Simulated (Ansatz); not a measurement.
A plane-wave DFT run in Ansatz 0.2.0 (scalar-relativistic PAW potentials unless the input names others): input and command.

```yaml
crystal:
  lattice:
    - [2.5631005164, 0.0, 0.0]
    - [-1.2815502582, 2.2197101596, 0.0]
    - [0.0, 0.0, 2.4122919018]
  atoms:
    - { symbol: Si, position: [0.0, 0.0, 0.0] }
basis:
  ecutwfc: 500
kpoints:
  mp_grid: { grid: [18, 18, 16] }
hamiltonian:
  xc: r2scan
scf:
  occupations: { method: gaussian, width: 0.1 }
  mixing: { algorithm: anderson, beta: 0.001, ndim: 1 }
  max_iter: 50
output:
  forces: true
  eigenvalues: true
  stress: true
```

```bash
ansatz run input.yaml --threads 1 --pin off --max-ram 1331MiB --backend cpu --events-out ev --progress --plain --runs-dir out
```

Abridged log:
```
Pseudopotentials: kind: paw
Pseudopotential: Si, paw, valence charge 4, recommended cutoff 500 eV (meta_gga)
Functional definition: r2SCAN
Crystal: 1 atom, lattice volume = 13.724 Å³
Basis set: ecut = 500 eV, 333 PW (Γ), exchange–correlation on 80×80×72 points (64 copies of the dense FFT grid, shifted against one another)
Bands: 6, of which v1, the nominal top of the filled ones, is band 2 counted from 1 (1 counted from 0)
Symmetry: 24 space group operations
Space group: P6/mmm (ITA 191), of the structure as read, at distance tolerance 2.4e-5 Å
k-points: 333 of 5184
Initial density: superposition of atomic densities (neutral atoms: chi_scale 0, normalization atom), corrected by the library's trained network
Initial wavefunctions: pseudopotential atomic-orbital guess
Functional: x = r2scan, c = r2scan; τ floored in thin density (d = 2e-4 eV/Å³)
SCF iter   1: F=—  HF=-638.559998 eV  |F-HF|=—  |Δ(HF+E_count)|=         —  Δρ=5.22e-3  dr2=2.46e-3  dr2_τ=7.51e-3  ethr=1.77e-3  ⟨swp⟩=5.4  Hψ=19206  notcnv=0
SCF iter   2: F=—  HF=-638.586269 eV  |F-HF|=—  |Δ(HF+E_count)|=   2.63e-2  Δρ=6.03e-3  dr2=3.19e-3  dr2_τ=1.35e-5  ethr=6.15e-5  ⟨swp⟩=2.0  Hψ=6611  notcnv=0  defer=49
SCF iter   3: F=—  HF=-638.586408 eV  |F-HF|=—  |Δ(HF+E_count)|=   1.39e-4  Δρ=6.04e-3  dr2=3.19e-3  dr2_τ=1.46e-5  ethr=6.15e-5  ⟨swp⟩=1.0  Hψ=1949  notcnv=0  defer=49
SCF iter   4: F=—  HF=-638.586413 eV  |F-HF|=—  |Δ(HF+E_count)|=   4.83e-6  Δρ=6.03e-3  dr2=3.19e-3  dr2_τ=1.47e-5  ethr=6.15e-5  ⟨swp⟩=1.0  Hψ=1949  notcnv=0  defer=49
SCF iter   5: F=—  HF=-638.586416 eV  |F-HF|=—  |Δ(HF+E_count)|=   3.40e-6  Δρ=6.02e-3  dr2=3.18e-3  dr2_τ=1.47e-5  ethr=6.15e-5  ⟨swp⟩=1.0  Hψ=1949  notcnv=0  defer=49
SCF iter   6: F=—  HF=-638.586419 eV  |F-HF|=—  |Δ(HF+E_count)|=   3.04e-6  Δρ=6.02e-3  dr2=3.17e-3  dr2_τ=1.46e-5  ethr=6.15e-5  ⟨swp⟩=1.0  Hψ=1949  notcnv=0  defer=49
SCF iter   7: F=—  HF=-638.586422 eV  |F-HF|=—  |Δ(HF+E_count)|=   2.78e-6  Δρ=6.01e-3  dr2=3.17e-3  dr2_τ=1.46e-5  ethr=6.15e-5  ⟨swp⟩=1.0  Hψ=1949  notcnv=0  defer=49
SCF iter   8: F=—  HF=-638.586425 eV  |F-HF|=—  |Δ(HF+E_count)|=   2.84e-6  Δρ=6.01e-3  dr2=3.16e-3  dr2_τ=1.46e-5  ethr=6.15e-5  ⟨swp⟩=1.0  Hψ=1949  notcnv=0  defer=49
   ...
SCF iter  28: F=-638.587474 eV  HF=-638.586463 eV  |F-HF|=1.01e-3  |Δ(HF+E_count)|=   2.03e-6  Δρ=5.89e-3  dr2=3.03e-3  dr2_τ=1.41e-5  ethr=6.15e-5  ⟨swp⟩=1.0  Hψ=1949  notcnv=0  defer=49
SCF iter  29: F=-638.587475 eV  HF=-638.586466 eV  |F-HF|=1.01e-3  |Δ(HF+E_count)|=   2.02e-6  Δρ=5.88e-3  dr2=3.03e-3  dr2_τ=1.41e-5  ethr=6.15e-5  ⟨swp⟩=1.0  Hψ=1949  notcnv=0  defer=49
SCF iter  30: F=-638.587475 eV  HF=-638.586468 eV  |F-HF|=1.01e-3  |Δ(HF+E_count)|=   2.02e-6  Δρ=5.88e-3  dr2=3.02e-3  dr2_τ=1.40e-5  ethr=6.15e-5  ⟨swp⟩=1.0  Hψ=1949  notcnv=0  defer=49
SCF iter  31: F=-638.587476 eV  HF=-638.586470 eV  |F-HF|=1.01e-3  |Δ(HF+E_count)|=   2.02e-6  Δρ=5.87e-3  dr2=3.02e-3  dr2_τ=1.40e-5  ethr=2.50e-5  ⟨swp⟩=1.6  Hψ=5543  notcnv=0
Mixer restart at iter 31: flushing history
iteration 31: the SCF's residuals had fallen too slowly under its mixing. It goes on by minimising its free energy, and can end on another state than longer mixing would; under `scf.algorithm: density_mixing` no SCF does so, but by `scf.convergence.dm_fallback`
SCF iter  32: F=—  HF=-638.587830 eV  |F-HF|=—  |Δ(HF+E_count)|=   1.36e-3  Δρ=3.96e-4  dr2=1.96e-5  dr2_τ=1.22e-7  ethr=2.50e-5  ⟨swp⟩=3.1  Hψ=26086  notcnv=0
SCF iter  33: F=—  HF=-638.587853 eV  |F-HF|=—  |Δ(HF+E_count)|=   2.30e-5  Δρ=3.45e-5  dr2=1.43e-7  dr2_τ=3.97e-9  ethr=4.91e-7  ⟨swp⟩=2.2  Hψ=11004  notcnv=0
SCF iter  34: F=-638.587853 eV  HF=-638.587853 eV  |F-HF|=5.82e-10  |Δ(HF+E_count)|=   9.75e-8  Δρ=1.91e-6  dr2=2.96e-10  dr2_τ=9.90e-12  ethr=2.50e-9  ⟨swp⟩=2.3  Hψ=6784  notcnv=0
SCF iter  35: F=-638.587853 eV  HF=-638.587853 eV  |F-HF|=5.81e-10  |Δ(HF+E_count)|=  6.82e-13  Δρ=1.91e-6  dr2=2.96e-10  dr2_τ=9.91e-12  ethr=7.40e-12  ⟨swp⟩=1.1  Hψ=6311  notcnv=0
SCF 1 converged in 35 iterations: F = -638.587853 eV  dr2 = 2.96e-10
SCF converged after 35 iterations
Free energy (F): -638.587853 eV
Harris-Foulkes:  -638.587853 eV  (|F-HF|=5.81e-10)
Internal energy: -638.585557 eV  (E = F + TS)
E sigma→0 (E₀):  -638.586705 eV
Entropy (-TS):   -0.002296 eV (-2.296 meV/atom)
Fermi energy:    11.218675 eV
--- Forces (eV/Å), atoms counted from 1 ---
  atom   1  Si     0.00000000     0.00000000     0.00000000
--- Stress (GPa, compression-positive) ---
       10.083238       0.000000       0.000000
        0.000000      10.083238       0.000000
        0.000000       0.000000      14.668214
  P = ⅓ Tr σ = 11.6116 GPa (116.116 kbar)
```

One setting here is unusual or wrong in general: mixing far too weak (scf.mixing: not typed → {"algorithm": "anderson", "beta": 0.001, "ndim": 1}). For this cell it did little harm to the result: the run converged in 35 SCF iterations (reference: 6) with an energy at zero smearing within 0.01 meV/atom of the reference's, pressure 11.61 GPa, largest force 0.000 eV/Å, no gap on the mesh. A reference run from the same start on usual settings converged with pressure 11.61 GPa, largest force 0.000 eV/Å, no gap on the mesh.